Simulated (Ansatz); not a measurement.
# Y2NF2 MXene monolayer in a perpendicular field

What dipole does a perpendicular field induce in the Y2NF2 MXene monolayer? A positive field points along +c.

Method: plane-wave DFT, PBE-D3(BJ), Ansatz PAW, in Ansatz 0.2.0.

## Step 1: The starting structure

The cell holds 5 atoms: 2 F, 2 Y and 1 N. Its edges and angles: a = 3.406 Å, b = 3.406 Å, c = 40.995 Å, α = 90.0°, β = 90.0°, γ = 120.0°. Vacuum lies along c.

## Step 2: Relaxing the slab

The starting cell is a guess, so the in-plane lattice and the atoms are relaxed first, with the slab cut off from its images along the normal.

Contents of input.yaml:

```yaml
crystal:
  lattice:
    - [3.40626, 0.0, 0.0]
    - [-1.70313, 2.9499076919, 0.0]
    - [0.0, 0.0, 40.9953007083]
  atoms:
    - { symbol: F, position: [0.3333333333, 0.6666666667, 0.4390747156] }
    - { symbol: "Y", position: [0.6666666667, 0.3333333333, 0.4672152802], spin: 1.0 }
    - { symbol: "N", position: [0.0, 0.0, 0.5] }
    - { symbol: "Y", position: [0.3333333333, 0.6666666667, 0.5327847198], spin: 1.0 }
    - { symbol: F, position: [0.6666666667, 0.3333333333, 0.5609252844] }
  periodic: [true, true, false]
magnetization:
  spin_polarized: true
kpoints:
  mp_grid: { grid: [12, 12, 1] }
hamiltonian:
  xc: pbe
  dispersion: d3bj
scf:
  occupations: { method: fermi_dirac, width: 0.05 }
  convergence: { dr2_threshold: 1.0e-09 }
relax:
  f_tol: 0.004
  max_steps: 90
  cell: {}
output:
  write_potential: true
  write_density: true
  volumetric_format: npy
```

Started as:

```
$ ansatz run input.yaml --threads 2 --pin off --max-ram 3072MiB --backend cpu --events-out ev --progress --plain --runs-dir out
```

Numbers of over 12 decimals in the logs are rounded to 6 here.

What it wrote:

```text
Warning: relax.cell: scf.convergence.dr2_threshold = 1e-9 eV is looser than the 2.22361525922e-10 eV advised for a relaxation that steers and ends on the stress (1e-10 eV for each atom of the cell: 5, times the square of relax.cell.stress_2d_tol = 0.05 N/m over 15.0 Å (the atoms' height at the walk's start and 5 Å past either face), 3.334e-2 GPa, over a crystal's default 0.05). What an SCF threshold leaves in a stress goes as its square root, and in the free energy as the threshold itself, and one threshold admits the most on a small cell: [figures from the program's tests cut] Set scf.convergence.dr2_threshold to 2.22361525922e-10 eV or tighter. [rest of the remark cut]
Engine: ansatz 0.2.0, x86_64-unknown-linux-gnu
Pseudopotentials: kind: paw
Pseudopotential: F, paw, valence charge 7, recommended cutoff 420 eV (normal), F.paw.azcp
Pseudopotential: Y, paw, valence charge 11, recommended cutoff 420 eV (normal), Y.paw.azcp
Pseudopotential: N, paw, valence charge 5, recommended cutoff 420 eV (normal), N.paw.azcp
Functional definition: PBE
  parameter kappa = 0.804
  parameter beta = 0.066725
  exchange = pbe_x(kappa = kappa, mu = beta*pi^2/3)
  correlation = pbe_c(beta = beta)
Crystal: 5 atoms, lattice volume = 411.927 Å³
Basis set: ecut = 420 eV, 8057 PW (Γ), exchange–correlation on 48×48×576 points (8 copies of the dense FFT grid, shifted against one another)
Bands: 27, of which v1, the nominal top of the filled ones, is band 21 counted from 1 (20 counted from 0)
Symmetry: 12 space group operations
Space group: P-3m1 (ITA 164), of the structure as read, at distance tolerance 7.4e-5 Å
Magnetic group: BNS 164.85 (UNI 1315), of the structure as read, at distance tolerance 7.4e-5 Å
k-points: 19 of 144
Non-local potential: F, projectors of the file, l = 0: 2, l = 1: 2, l = 2: 1
Non-local potential: Y, projectors of the file, l = 0: 3, l = 1: 2, l = 2: 2, l = 3: 1
Non-local potential: N, projectors of the file, l = 0: 2, l = 1: 2, l = 2: 1
PAW form: soft (Blöchl's): semilocal exchange-correlation on the pseudo side does not see the compensation charge
PAW one-centre angular grid: F, 110 points (default); XC on 64 Gauss nodes
PAW one-centre angular grid: Y, 590 points (default); XC on 64 Gauss nodes
PAW one-centre angular grid: N, 110 points (default); XC on 64 Gauss nodes
Initial density: superposition of atomic densities (neutral atoms: chi_scale 0, normalization atom)
Starting moments: Σ|m| = 2 μB on 2 of 5 sites
Initial wavefunctions: pseudopotential atomic-orbital guess
Functional: x = pbe(κ = 0.804, μ = 0.219515), c = pbe(β = 0.066725)
SCF iter   1: F=—  HF=-9711.836685 eV  |F-HF|=—  |Δ(HF+E_count)|=         —  Δρ=2.78e-2 (↑2.73e-2 ↓2.78e-2)  dr2=1.84e1  dr2_m=1.38e-1  M=0.466 μB ∫|m|=0.580 μB  β_m=0.30  ethr=3.10e-3  ⟨swp⟩=13.7  Hψ=7513  notcnv=0
Mixer restart at iter 1: flushing history
preconditioner: auto → Resta (q_TF=auto, 1.857 Å⁻¹)  ε∞=1.5  [insulator: Δε(μ)=0.189 eV  Ē_g=11.527 eV  σ=0.050 eV  W_gap=0.74  n_scr=24 (ndim 8)  ℏωp=8.4 eV  f_vac=0.790  D(μ)=0.83/eV (n_scr^D=6)  ε∞_Penn≈1.5  vacuum switching on, ρ_ref=9.6e-3 e/Å³]
spin=Collinear: Resta preconditioning applied to the charge; magnetization (m = ρ↑ − ρ↓) channel mixes plain (no charge-response kernel on spin).
SCF iter   2: F=—  HF=-9707.180261 eV  |F-HF|=—  |Δ(HF+E_count)|=    4.66e0  Δρ=8.96e-3 (↑8.95e-3 ↓8.96e-3)  dr2=1.24e0  dr2_m=7.18e-2  M=0.404 μB ∫|m|=0.530 μB  β_m=0.33  ethr=3.10e-3  ⟨swp⟩=5.1  Hψ=3001  notcnv=0  defer=42
SCF iter   3: F=—  HF=-9707.074101 eV  |F-HF|=—  |Δ(HF+E_count)|=   1.06e-1  Δρ=6.01e-3 (↑5.94e-3 ↓6.01e-3)  dr2=3.39e-1  dr2_m=3.53e-2  M=0.316 μB ∫|m|=0.436 μB  β_m=0.50  ethr=3.03e-3  ⟨swp⟩=4.2  Hψ=2218  notcnv=0  defer=43
SCF iter   4: F=—  HF=-9707.191569 eV  |F-HF|=—  |Δ(HF+E_count)|=   1.17e-1  Δρ=2.55e-3 (↑2.55e-3 ↓2.43e-3)  dr2=7.05e-2  dr2_m=7.17e-3  M=0.147 μB ∫|m|=0.234 μB  β_m=0.47  ethr=8.26e-4  ⟨swp⟩=5.6  Hψ=2604  notcnv=0  defer=54
SCF iter   5: F=—  HF=-9707.217233 eV  |F-HF|=—  |Δ(HF+E_count)|=         —  Δρ=1.08e-3 (↑1.08e-3 ↓1.01e-3)  dr2=2.76e-3  dr2_m=3.24e-3  M=0.051 μB ∫|m|=0.115 μB  β_m=0.47  ethr=1.72e-4  ⟨swp⟩=4.5  Hψ=2371  notcnv=0  defer=49
SCF iter   6: F=—  HF=-9707.221135 eV  |F-HF|=—  |Δ(HF+E_count)|=   3.90e-3  Δρ=6.38e-4 (↑6.09e-4 ↓6.38e-4)  dr2=4.68e-4  dr2_m=1.23e-3  M=0.033 μB ∫|m|=0.077 μB  β_m=0.73  ethr=6.74e-6  ⟨swp⟩=3.7  Hψ=2581  notcnv=0  defer=46
SCF iter   7: F=—  HF=-9707.223885 eV  |F-HF|=—  |Δ(HF+E_count)|=   2.75e-3  Δρ=2.12e-4 (↑2.12e-4 ↓1.50e-4)  dr2=8.20e-5  dr2_m=1.01e-4  M=0.008 μB ∫|m|=0.021 μB  β_m=0.85  ethr=1.14e-6  ⟨swp⟩=3.6  Hψ=2451  notcnv=0  defer=44
SCF iter   8: F=—  HF=-9707.224071 eV  |F-HF|=—  |Δ(HF+E_count)|=   1.86e-4  Δρ=8.17e-5 (↑5.72e-5 ↓8.17e-5)  dr2=3.80e-5  dr2_m=1.27e-5  M=0.002 μB ∫|m|=0.006 μB  β_m=0.81  ethr=2.00e-7  ⟨swp⟩=3.5  Hψ=2461  notcnv=0  defer=40
SCF iter   9: F=—  HF=-9707.224074 eV  |F-HF|=—  |Δ(HF+E_count)|=   3.83e-6  Δρ=1.93e-5 (↑1.22e-5 ↓1.93e-5)  dr2=3.63e-6  dr2_m=6.91e-7  M=-0.000 μB ∫|m|=0.001 μB  β_m=0.84  ethr=9.26e-8  ⟨swp⟩=2.9  Hψ=1989  notcnv=0  defer=38
SCF iter  10: F=—  HF=-9707.224074 eV  |F-HF|=—  |Δ(HF+E_count)|=   2.18e-7  Δρ=4.07e-6 (↑4.07e-6 ↓2.82e-6)  dr2=1.16e-7  dr2_m=3.13e-8  M=-0.000 μB ∫|m|=0.000 μB  β_m=0.90  ethr=8.86e-9  ⟨swp⟩=3.7  Hψ=2183  notcnv=0  defer=37
SCF iter  11: F=—  HF=-9707.224074 eV  |F-HF|=—  |Δ(HF+E_count)|=   3.45e-8  Δρ=9.40e-7 (↑8.37e-7 ↓9.40e-7)  dr2=3.95e-9  dr2_m=1.63e-9  M=-0.000 μB ∫|m|=0.000 μB  β_m=0.88  ethr=2.83e-10  ⟨swp⟩=3.4  Hψ=2216  notcnv=0  defer=37
SCF iter  12: F=—  HF=-9707.224074 eV  |F-HF|=—  |Δ(HF+E_count)|=   2.79e-9  Δρ=2.49e-7 (↑2.00e-7 ↓2.49e-7)  dr2=3.04e-10  dr2_m=1.36e-10  M=-0.000 μB ∫|m|=0.000 μB  β_m=0.88  ethr=9.64e-12  ⟨swp⟩=3.6  Hψ=2385  notcnv=0  defer=37
SCF iter  13: F=-9707.224074 eV  HF=-9707.224074 eV  |F-HF|=1.06e-10  |Δ(HF+E_count)|=  3.26e-10  Δρ=5.90e-8 (↑5.90e-8 ↓5.16e-8)  dr2=1.92e-11  dr2_m=7.52e-12  M=-0.000 μB ∫|m|=0.000 μB  ethr=1.00e-12  ⟨swp⟩=7.7  Hψ=7221  notcnv=0
WARN: the starting moments were not kept: the SCF closed with an absolute magnetisation of 5.1e-6 μB, where they sum to 2 μB in size (2 sites). That is at most 0.1 of that sum. Measured as dr2_m measures the in/out step, that magnetisation stands 1.9e-12 eV from none, at or under the dr2_threshold of 1.0e-9 eV: it is no larger than a step whose dr2_m would equal this threshold. The system may hold no moment; this SCF [...]
SCF 1 converged in 13 iterations: F = -9707.224074 eV  dr2 = 1.92e-11
[...]
iter 1 solved again at ethr=6.94e-8 eV; its pass at ethr=3.10e-3 eV (dr2=2.85e-5 eV) is discarded
SCF iter   1: F=—  HF=-9707.355265 eV  |F-HF|=—  |Δ(HF+E_count)|=         —  Δρ=2.17e-6 (↑2.15e-6 ↓2.17e-6)  dr2=1.08e-8  dr2_m=2.02e-11  M=-0.000 μB ∫|m|=0.000 μB  β_m=0.65  ethr=6.94e-8  ⟨swp⟩=8.3  Hψ=12818  notcnv=0
preconditioner: auto → Resta (q_TF=auto, 1.851 Å⁻¹)  ε∞=1.5  [insulator: Δε(μ)=0.252 eV  Ē_g=15.488 eV  σ=0.050 eV  W_gap=0.80  n_scr=24 (ndim 8)  ℏωp=10.4 eV  f_vac=0.809  D(μ)=0.92/eV (n_scr^D=8)  ε∞_Penn≈1.5  vacuum switching on, ρ_ref=1.7e-2 e/Å³]
spin=Collinear: Resta preconditioning applied to the charge; magnetization (m = ρ↑ − ρ↓) channel mixes plain (no charge-response kernel on spin).
SCF iter   2: F=—  HF=-9707.355270 eV  |F-HF|=—  |Δ(HF+E_count)|=   4.65e-6  Δρ=1.01e-6 (↑1.01e-6 ↓9.92e-7)  dr2=9.94e-9  dr2_m=7.88e-12  M=-0.000 μB ∫|m|=0.000 μB  β_m=0.42  ethr=2.63e-11  ⟨swp⟩=4.5  Hψ=3270  notcnv=0
SCF iter   3: F=—  HF=-9707.355270 eV  |F-HF|=—  |Δ(HF+E_count)|=   5.74e-7  Δρ=6.01e-7 (↑6.01e-7 ↓6.01e-7)  dr2=6.34e-10  dr2_m=6.15e-12  M=-0.000 μB ∫|m|=0.000 μB  β_m=0.50  ethr=2.43e-11  ⟨swp⟩=2.3  Hψ=1674  notcnv=0
iter 4 met the thresholds in force, and the SCF goes on: an eigenvalue changes by 2.97 meV, over its tolerance of 0.05 meV (output.eigenvalues, Limitations)
SCF iter   4: F=-9707.355273 eV  HF=-9707.355273 eV  |F-HF|=3.95e-7  |Δ(HF+E_count)|=   2.59e-6  Δρ=1.42e-7 (↑1.30e-7 ↓1.42e-7)  dr2=5.88e-11  dr2_m=1.77e-12  M=-0.000 μB ∫|m|=0.000 μB  β_m=0.50  ethr=1.55e-12  ⟨swp⟩=14.0  Hψ=8569  notcnv=0
iter 5 met the thresholds in force, and the SCF goes on: an eigenvalue changes by 3.04 meV, over its tolerance of 0.05 meV (output.eigenvalues, Limitations)
SCF iter   5: F=-9707.355273 eV  HF=-9707.355273 eV  |F-HF|=5.07e-8  |Δ(HF+E_count)|=   3.44e-7  Δρ=3.97e-8 (↑3.97e-8 ↓2.89e-8)  dr2=1.10e-11  dr2_m=7.72e-13  M=-0.000 μB ∫|m|=0.000 μB  β_m=1.00  ethr=1.00e-12  ⟨swp⟩=8.4  Hψ=5791  notcnv=0
Mixer restart at iter 5: flushing history
iter 6 met the thresholds in force, and the SCF goes on: an eigenvalue changes by 0.06 meV, over its tolerance of 0.05 meV (output.eigenvalues, Limitations)
SCF iter   6: F=-9707.355273 eV  HF=-9707.355273 eV  |F-HF|=4.73e-11  |Δ(HF+E_count)|=   5.09e-8  Δρ=7.19e-8 (↑6.36e-8 ↓7.19e-8)  dr2=1.07e-10  dr2_m=1.48e-13  M=-0.000 μB ∫|m|=0.000 μB  β_m=1.00  ethr=1.00e-12  ⟨swp⟩=7.6  Hψ=5826  notcnv=0  κ⁻¹=1.0e0(r=1)
SCF iter   7: F=-9707.355273 eV  HF=-9707.355273 eV  |F-HF|=8.37e-11  |Δ(HF+E_count)|=  3.27e-11  Δρ=1.01e-8 (↑1.01e-8 ↓2.79e-9)  dr2=5.33e-13  dr2_m=1.11e-13  M=-0.000 μB ∫|m|=0.000 μB  ethr=1.00e-12  ⟨swp⟩=6.7  Hψ=5534  notcnv=0
the starting moments were not kept: the SCF closed with an absolute magnetisation of 7.3e-7 μB, where they sum to 2 μB in size (2 sites). That is at most 0.1 of that sum. Measured as dr2_m measures the in/out step, that magnetisation stands 7.2e-14 eV from none, at or under the dr2_threshold of 1.0e-9 eV: it is no larger than a step whose dr2_m would equal this threshold.
SCF 9 converged in 7 iterations: F = -9707.355273 eV  dr2 = 5.33e-13
relax step   9: F+E_penalty+E_count = -9707.35527313 eV  Δ(F+E_penalty+E_count) = -2.225e-4 eV  max|allowed force component| = 9.200e-5 eV/Å  Δτ_max = 0.0000 Å  P = +0.010 N/m  Ω = 420.503 Å³  fix = [c, alpha, beta]  reactions: c +0.000 N/m  stress off target by 9.58e-3 N/m on what of the cell is left free  SCF on the basis re-selected at this cell (its energy is not comparable with the rows above)  (7 SCF iters)
basis re-selected at this cell: Δ(F+E_penalty+E_count) = -2.225e-4 eV, ΔP = +0.002 N/m vs the last step (what re-selecting the basis moved, of the pressure what is left beyond the Pulay correction that the steps carried, after the strain that the cell walked since its last selection, with what the two solves' SCF thresholds leave and, on support functions, any second-order correction that the steps lacked; it is no m [...]
WARN: The output density's exchange-correlation potential varies sharply where the density is thin. Do not read a vacuum level from v_tot or v_xc, or from such a field of the output density. On a cell that repeats whose density bears no net charge and no dipole along the vacuum's axis use v_es (v_loc + v_h of the components); under efield.dipole_correction with no amplitude use v_es + v_field, which holds any externa [...]
SCF converged after 7 iterations
an eigenvalue changed by more than its tolerance at an iteration that met the thresholds in force, so the SCF went on 3 times, its first undamped step at iteration 5: the last check found none over its tolerance
Magnetization: -0.0000 μB (20.5000 up, 20.5000 down)
Absolute magnetization: 0.0000 μB (∫|ρ↑−ρ↓|, with the PAW one-centre terms)
Spin contamination: 0.0000 ħ² per cell (⟨S²⟩ above its minimum at these occupations)
Per-site moments (μB) at R_I (Å): [(-3.856139763914279e-9, 0.969595), (-6.529819053010637e-8, 0.969595), (1.985354042423042e-7, 0.986409), (-6.529819047507633e-8, 0.969595), (-3.856139786952604e-9, 0.969595)]
Free energy (F): -9707.355273 eV
Harris-Foulkes:  -9707.355273 eV  (|F-HF|=8.37e-11)
Internal energy: -9707.346809 eV  (E = F + TS)
E sigma→0 (E₀):  -9707.351041 eV
Entropy (-TS):   -0.008464 eV (-1.693 meV/atom)
Fermi energy:    -3.214842 eV
--- Per-component energies (eV) ---
  E_band       = -824.382737
  E_kinetic    = 1160.322026
  E_local      = -122628.681412  (includes V_loc(G=0)·N_el)
  E_nonlocal   = 291.533518
  E_hartree    = 60647.386748
  E_xc         = -570.958915
  E_vxc        = -685.227401  (∫ρ·V_xc dr)
  E_paw        = -6178.602510  (= ΣΔE_a)
  E_vpaw       = -257.107226  (= ΣTr[D̂ρ^β])
  E_aug_tail   = 0.004253  (compensation charges beyond the density's cutoff)
  E_ewald      = 57572.465056
  E_disp       = -0.815574  (pairwise vdW)
  E_smearing   = -0.008464  (= −TS)
  E_closure    = -0.000000  (closes the sum)
  Σ components = -9707.355273   (vs F -9707.355273, Δ=0.00e0)
--- Forces (eV/Å), atoms counted from 1 ---
  atom   1  F     -0.00000000     0.00000000     0.00009200
  atom   2  Y      0.00000000    -0.00000000     0.00004990
  atom   3  N     -0.00000000    -0.00000000     0.00000000
  atom   4  Y     -0.00000000     0.00000000    -0.00004990
  atom   5  F      0.00000000    -0.00000000    -0.00009200
  max |Σ_I F_I| component: 9.25e-18 eV/Å
--- 2D stress c σ (N/m, compression-positive) ---
        0.009583       0.000000      -0.000000
        0.000000       0.009583      -0.000000
       -0.000000      -0.000000       0.000000
  P = ½ c Tr σ = 0.0096 N/m
--- Band table (eV; the first three rows and the last of 38) ---
  k-point 0 ↑: bands = [... 17 lower, -7.7031, -6.7802, -6.7802, -2.0418, -1.7794, -1.7794, -1.7712, -1.3782, ... 2 higher]
  k-point 1 ↑: bands = [... 17 lower, -7.6407, -6.9161, -6.7947, -2.1254, -1.8665, -1.6999, -1.6429, -1.2383, ... 2 higher]
  k-point 2 ↑: bands = [... 17 lower, -7.5043, -7.2009, -6.8245, -2.7228, -1.6924, -1.2746, -1.2487, -0.9935, ... 2 higher]
  k-point 18 ↓: bands = [... 17 lower, -7.5257, -7.5257, -7.1052, -1.8750, -1.4312, -1.4312, -0.3055, 0.7932, ... 2 higher]
  the weakly bound empty levels are not read free of the cell's end (no_gap_told)
--- Relaxed structure (7 steps of the walk, 7 accepted, 2 SCFs on fresh bases) ---
  F+E_penalty+E_count = -9707.35527313 eV   max|allowed force component| = 9.200e-5 eV/Å   (the final SCF, on the basis selected at the relaxed cell)
  cell:  # Å, volume = 420.5028 Å³
    - [3.441534, 0.0, 0]
    - [-1.720767, 2.980456, 0]
    - [0, 0, 40.9953007083]
  atoms:
    - { symbol: F, position: [0.333333, 0.666667, 0.436913] }
    - { symbol: Y, position: [0.666667, 0.333333, 0.467545] }
    - { symbol: N, position: [0, 0, 0.500000] }
    - { symbol: Y, position: [0.333333, 0.666667, 0.532455] }
    - { symbol: F, position: [0.666667, 0.333333, 0.563087] }
```

Elapsed: 2 min, on 2 threads of Intel Xeon at 2.60GHz (Ice Lake), shared host; peak memory 0.93 GiB.

The steps of the relaxation:

```
step  energy less that of the first step (eV)  largest force component (eV/Å)  volume (Å³)
   1                                   0.0000                          1.0903       411.93
   2                                  -0.1038                          0.7489       418.63
   3                                  -0.1204                          0.2306       418.52
   4                                  -0.1234                          0.0759       422.71
   5                                  -0.1268                          0.0054       419.93
   6                                  -0.1267                          0.0002       420.06
  7*                                  -0.1311                          0.0004       420.06
   8                                  -0.1310                          0.0001       420.50
  9*                                  -0.1312                          0.0001       420.50
```

Relaxation steps marked * repeat the geometry before them on a plane-wave basis chosen anew for their cell, so energy and pressure can jump there.

Forces are held to the 12 operations that the run works with; a distortion that breaks them can't arise in this run.

```
cell as run  before  after  change
      a (Å)   3.406  3.442  +1.0 %
      b (Å)   3.406  3.442  +1.0 %
```

The atoms that moved most (Å, along periodic axes as changes of fractional coordinates times the final cell, across vacuum about the mean position):

```
atom     dx     dy      dz  length
  F1  0.000  0.000  -0.089   0.089
  F5  0.000  0.000   0.089   0.089
  Y4  0.000  0.000  -0.014   0.014
  Y2  0.000  0.000   0.014   0.014
```

The relaxed structure:

```xyz
5
Lattice="3.4415 0.0000 0.0000 -1.7208 2.9805 0.0000 0.0000 0.0000 40.9953" Properties=species:S:1:pos:R:3
F     0.0000    1.9870   17.9114
Y     1.7208    0.9935   19.1671
N     0.0000    0.0000   20.4977
Y     0.0000    1.9870   21.8282
F     1.7208    0.9935   23.0839
```

This step gave:

* energy at zero smearing: -9707.3510 eV

The lattice constant a goes from 3.406 to 3.442 Å.

(Part 1 of 2 ends here.)

[Logs are printed without paths, hosts, clocks, repeated set-up lines and the standing remarks that a program may print on its own settings, such as how far it seeks lower states.]

[Hosts, paths, dates, database ids (printed as entryN), source tags and the programs' standing remarks are cut or masked in the printed files.]

[Maps of the electrostatic potential energy from Ansatz leave out the sawtooth potential of an applied field or a dipole correction, so their vacuum need not be flat; planar profiles and work functions include it.]
